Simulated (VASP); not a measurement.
# PbSe (Clausthalite) (Fm-3m) in VASP: a series of runs

One crystal, PbSe (Clausthalite), is run at these levels: PBEsol, r2SCAN; tasks: relaxation of cell and atoms.

All numbers are computed with VASP 6.6.1; they aren't measurements. Logs are shortened: lines on timing, memory, paths and dates and some standing lists are left out, and cuts for length are marked.

### Step 1. Starting point

It takes space group Fm-3m (No. 225, cubic). The conventional cell has a = 6.104 Å, b = 6.104 Å, c = 6.104 Å, α = 90.00°, β = 90.00°, γ = 90.00°. Pb (site symmetry m-3m) is surrounded by 6 Se at 3.05 Å. Se (site symmetry m-3m) is surrounded by 6 Pb at 3.05 Å.

### Step 2. Relaxation of cell and atoms, PBEsol

INCAR reads:

```
SYSTEM = PbSe
PREC     = Accurate       ! precision mode
ENCUT    = 600            ! plane-wave cutoff, eV
EDIFF    = 1E-7           ! SCF threshold, eV
ISMEAR   = 0              ! smearing method
SIGMA    = 0.03           ! smearing width, eV
LREAL    = .FALSE.        ! projectors in reciprocal space
LASPH    = .TRUE.         ! aspherical terms in the spheres
NELM     = 80             ! most SCF steps
ALGO     = Normal         ! electronic algorithm
ISIF     = 3              ! what is computed and relaxed
LWAVE    = .FALSE.        ! write WAVECAR
LCHARG   = .FALSE.        ! write CHGCAR
GGA      = PS             ! functional
IBRION   = 2              ! ionic algorithm
NSW      = 90             ! ionic steps
EDIFFG   = -0.005         ! ionic threshold
```

KPOINTS reads:

```
Automatic mesh
0
G
  8 8 8
  0 0 0
```

POSCAR reads:

```
PbSe                                    
1.0
    0.0000000000      3.0519897379      3.0519897379
    3.0519897379      0.0000000000      3.0519897379
    3.0519897379      3.0519897379      0.0000000000
  Pb              Se            
     1     1
Direct
     0.0000000000000000    0.0000000000000000    0.0000000000000000
     0.5000000000000000    0.5000000000000000    0.5000000000000000
```

Potentials or basis: VASP PAW PBE potentials, release 64 (Pb_d, Se).

Started as:

```sh
$ cat potpaw_PBE.64/Pb_d/POTCAR potpaw_PBE.64/Se/POTCAR > POTCAR
$ mpirun -np 1 vasp_std > vasp.out
```

OUTCAR:

```text
SYSTEM = PbSe
   PREC = Accurate
   ENCUT = 600
   EDIFF = 1E-7
   ISMEAR = 0
   LREAL = .FALSE.
   LASPH = .TRUE.
   NELM = 80
   ISIF = 3
   GGA = PS
   IBRION = 2
   NSW = 90
   EDIFFG = -0.005

 ion  position               nearest neighbor table
   1  0.000  0.000  0.000-   2 3.05   2 3.05   2 3.05   2 3.05   2 3.05   2 3.05
   2  0.500  0.500  0.500-   1 3.05   1 3.05   1 3.05   1 3.05   1 3.05   1 3.05

  LATTYP: Found a face centered cubic cell.
 ALAT       =     6.1039794758

  Lattice vectors:

 A1 = (   0.0000000000,   3.0519897379,   3.0519897379)
 A2 = (   3.0519897379,   0.0000000000,   3.0519897379)
 A3 = (   3.0519897379,   3.0519897379,   0.0000000000)

Analysis of symmetry for initial positions (statically):
=====================================================================
 Subroutine PRICEL returns:
 Original cell was already a primitive cell.

 Routine SETGRP: Setting up the symmetry group for a
 face centered cubic supercell.

 Subroutine GETGRP returns: Found 48 space group operations
 (whereof 48 operations were pure point group operations)
 out of a pool of 48 trial point group operations.

The static configuration has the point symmetry O_h .

Analysis of symmetry for dynamics (positions and initial velocities):
=====================================================================
 Subroutine PRICEL returns:
 Original cell was already a primitive cell.

 Routine SETGRP: Setting up the symmetry group for a
 face centered cubic supercell.

 Subroutine GETGRP returns: Found 48 space group operations
 (whereof 48 operations were pure point group operations)
 out of a pool of 48 trial point group operations.

The dynamic configuration has the point symmetry O_h .

 Subroutine INISYM returns: Found 48 space group operations
 (whereof 48 operations are pure point group operations),
 and found     1 'primitive' translations

----------------------------------------------------------------------------------------

                                     Primitive cell

  volume of cell :      56.8564

  direct lattice vectors                    reciprocal lattice vectors
     0.000000000  3.051989738  3.051989738    -0.163827550  0.163827550  0.163827550
     3.051989738  0.000000000  3.051989738     0.163827550 -0.163827550  0.163827550
     3.051989738  3.051989738  0.000000000     0.163827550  0.163827550 -0.163827550

  length of vectors
[... 95 lines left out ...]
   EMIN   =  10.00;   EMAX   =-10.00  energy-range for DOS
   EFERMI =   0.00;   METHOD = LEGACY
   ISMEAR =     0;   SIGMA  =   0.03  broadening in eV -4-tet -1-fermi 0-gaus
   EFERMI_NEDOS =   21; number of points for ismear=-14 and -15
   IALGO  =     38    algorithm
   IMIX   =      4    mixing-type and parameters
     AMIX     =   0.40;   BMIX     =  1.00
     AMIX_MAG =   1.60;   BMIX_MAG =  1.00
  volume/ion in A,a.u.               =      28.43       191.84
  Fermi-wavevector in a.u.,A,eV,Ry     =   1.155647  2.183856 18.170844  1.335519
  Thomas-Fermi vector in A             =   2.292274
   LORBIT       =      0    0 simple, 1 ext, 2 COOP (PROOUT), +10 PAW based schemes
   GGA     = PS    functional components
   LHFCALC =     F    Hartree Fock is set to
   AEXX    =    0.0000 exact exchange contribution
   IVDW    =     0    specifies the selected vdW correction
   LEPSILON=     F    determine dielectric tensor
   LRPA    =     F    only Hartree local field effects (RPA)
 conjugate gradient relaxation of ions
 non-spin polarized calculation
 Gauss-broadening in eV      SIGMA  =   0.03
  energy-cutoff  :      600.00
  volume of cell :       56.86
 maximum number of plane-waves:      1924
 NGX is ok and might be reduce to    36
   NGX = 17   NGY = 17   NGZ = 17

 number of electron      20.0000000 magnetization

 Free energy of the ion-electron system (eV)
  ---------------------------------------------------
  ext. energy  EPLUGINS =         0.00000000
  ---------------------------------------------------
  free energy    TOTEN  =        -8.91775907 eV

  energy without entropy =       -8.91775901  energy(sigma->0) =       -8.91775904

 E-fermi :   5.1099     XC(G=0):  -9.7582

 val. band max:        5.0229428891   @ k =   0.5000   0.0000   0.0000
 cond. band min:       5.1968789077   @ k =   0.5000   0.0000   0.0000
 fundamental gap:      0.1739360187
 Fermi energy:         5.1099109055

 k-point     1 :       0.0000    0.0000    0.0000
  band No.  band energies     occupation
      1     -11.7441      2.00000
      2     -11.7441      2.00000
      3     -11.7441      2.00000
      4     -11.7429      2.00000
      5     -11.7429      2.00000
      6      -8.6631      2.00000
      7      -1.3019      2.00000
      8       3.1070      2.00000
      9       3.1070      2.00000
     10       3.1070      2.00000
     11       9.7119      0.00000
     12       9.7119      0.00000
     13       9.7119      0.00000
     14      11.4461      0.00000
[... 377 lines left out ...]
      1     -11.8043      2.00000
      2     -11.7558      2.00000
      3     -11.7331      2.00000
      4     -11.7223      2.00000
      5     -11.7064      2.00000
      6      -7.3629      2.00000
      7      -3.5315      2.00000
      8       1.6914      2.00000
      9       2.0802      2.00000
     10       4.1834      2.00000
     11       6.3316      0.00000
     12       8.4111      0.00000
     13       9.1060      0.00000
     14      12.5378      0.00000

 [... further k-points ...]

------------------------ aborting loop because EDIFF is reached ----------------------------------------

  FORCE on cell =-STRESS in cart. coord.  units (eV):
  Direction    XX          YY          ZZ          XY          YZ          ZX
  --------------------------------------------------------------------------------------
  -------------------------------------------------------------------------------------
  Total       -0.0010997     -0.0010997     -0.0010997      0.0000000      0.0000000      0.0000000
  in kB       -0.0309895     -0.0309895     -0.0309895      0.0000000      0.0000000      0.0000000
  external PRESSURE =      -0.0309895 kB  Pullay stress =       0.0000000 kB

 VOLUME and BASIS-vectors are now :
 -----------------------------------------------------------------------------
  energy-cutoff  :      600.00
  volume of cell :       56.86
      direct lattice vectors                 reciprocal lattice vectors
     0.000000000  3.051989738  3.051989738    -0.163827550  0.163827550  0.163827550
     3.051989738  0.000000000  3.051989738     0.163827550 -0.163827550  0.163827550
     3.051989738  3.051989738  0.000000000     0.163827550  0.163827550 -0.163827550

 POSITION                                       TOTAL-FORCE (eV/Angst)
 -----------------------------------------------------------------------------------
      0.00000      0.00000      0.00000        -0.000000      0.000000      0.000000
      3.05199      3.05199      3.05199         0.000000      0.000000     -0.000000
 -----------------------------------------------------------------------------------
    total drift:                               -0.000000      0.000000      0.000000

  FREE ENERGIE OF THE ION-ELECTRON SYSTEM (eV)
  ---------------------------------------------------
  free  energy   TOTEN  =        -8.9177590719 eV

  energy  without entropy=       -8.9177590127  energy(sigma->0) =       -8.91775904

 reached required accuracy - stopping structural energy minimisation
```

CONTCAR:

```text
PbSe
   1.00000000000000
     0.0000000000000000    3.0519897379000001    3.0519897379000001
     3.0519897379000001    0.0000000000000000    3.0519897379000001
     3.0519897379000001    3.0519897379000001    0.0000000000000000
  Pb              Se
     1     1
Direct
     0.0000000000000000    0.0000000000000000    0.0000000000000000
     0.5000000000000000    0.5000000000000000    0.5000000000000000

  0.00000000E+00  0.00000000E+00  0.00000000E+00
  0.00000000E+00  0.00000000E+00  0.00000000E+00
```

Wall time 23 s (1 thread of Intel Xeon Platinum 8259CL at 2.50GHz (Skylake/Cascade Lake), shared host); peak memory 0.21 GiB.

What came out:

```yaml
Free_energy: -8.9178 eV
Pressure_after_relaxing: 0.0 GPa
Band_gap_on_the_k_mesh: 0.17 eV, direct
```

Final structure:
```yaml
crystal:
  lattice:
    - [0.00000, 3.05199, 3.05199]
    - [3.05199, 0.00000, 3.05199]
    - [3.05199, 3.05199, 0.00000]
  atoms:
    - { symbol: Pb, position: [0.00000, 0.00000, 0.00000] }
    - { symbol: Se, position: [0.50000, 0.50000, 0.50000] }
```

Caveat: the relaxation stopped at its first step, so nothing moved; the PAW data sets were made with another functional, which shifts forces and pressure a little; spin-orbit coupling is left out, which as a rule narrows the gap of such compounds by several tenths of an eV. A k mesh can miss the band edges.

### Step 3. Relaxation of cell and atoms, r2SCAN

This run uses another cell than the first one, of 28.67 Å³/atom, 1.009 times its volume.

INCAR reads:

```
SYSTEM = PbSe
  ALGO = Normal
  EDIFF = 1E-6
  EDIFFG = -0.01
  ENCUT = 600
  IBRION = 2
  ISIF = 3
  ISMEAR = 0
  LASPH = .True.
  LCHARG = .False.
  LMIXTAU = .True.
  LREAL = .False.
  LWAVE = .False.
  METAGGA = R2SCAN
  NELM = 80
  NSW = 90
  PREC = Accurate
  SIGMA = 0.03
```

KPOINTS reads:

```
k-points
0
Gamma
  8 8 8
  0 0 0
```

POSCAR reads:

```
PbSe
1.0
    0.0000000000      3.0606500000      3.0606500000
    3.0606500000      0.0000000000      3.0606500000
    3.0606500000      3.0606500000      0.0000000000
Pb Se
1 1
Direct
    0.0000000000      0.0000000000      0.0000000000
    0.5000000000      0.5000000000      0.5000000000
```

Potentials or basis: VASP PAW PBE potentials, release 64 (Pb_d, Se).

Started as:

```sh
$ cat potpaw_PBE.64/Pb_d/POTCAR potpaw_PBE.64/Se/POTCAR > POTCAR
$ mpirun -np 1 vasp_std > vasp.out
```

It took 2.5 min on 1 thread of Intel Xeon 6975P-C (Granite Rapids), shared host; peak memory 0.25 GiB.

It converged, with:

| Property | Result |
| --- | --- |
| Free energy | -71.9399 eV |
| Relaxed volume | 29.48 Å³/atom |
| Relaxed cell | a = 4.369 Å, b = 4.369 Å, c = 4.369 Å, α = 60.00°, β = 60.00°, γ = 60.00° |
| Space group after relaxing (to 0.05 Å) | Fm-3m (No. 225) |
| Energy gained by relaxing | 3.8 meV/atom |
| Ionic steps | 3 |
| Pressure after relaxing | 0.0 GPa |
| Band gap on the k mesh | 0.67 eV, direct |

Step by step:
| step | energy change (eV) | largest force (eV/Å) | pressure (GPa) | volume (Å³) |
| --- | --- | --- | --- | --- |
| 1 | 0.0000 | 0.0000 | 1.55 | 57.34 |
| 2 | -0.0063 | 0.0000 | -0.60 | 59.67 |
| 3 | -0.0076 | 0.0000 | 0.01 | 58.97 |

Final structure:
```
Pb Se
1.0
     0.00000    3.08926    3.08926
     3.08926    0.00000    3.08926
     3.08926    3.08926    0.00000
Pb Se
1 1
Direct
  0.00000 0.00000 0.00000
  0.50000 0.50000 0.50000
```

Levels at points of the mesh, in eV from the valence-band top:
```csv
k point,band 8,band 9,band 10,band 11,band 12,band 13
"(0.00, 0.00, 0.00)",-1.87,-1.87,-1.87,5.00,5.00,5.00
"(0.50, 0.00, 0.00)",-1.47,-1.47,0.00,0.67,2.00,2.00
"(0.50, 0.50, 0.00)",-4.89,-3.19,-3.19,4.16,5.91,5.91
```

Caveat: the PAW data sets were made with another functional, which shifts forces and pressure a little; spin-orbit coupling is left out, which as a rule narrows the gap of such compounds by several tenths of an eV.
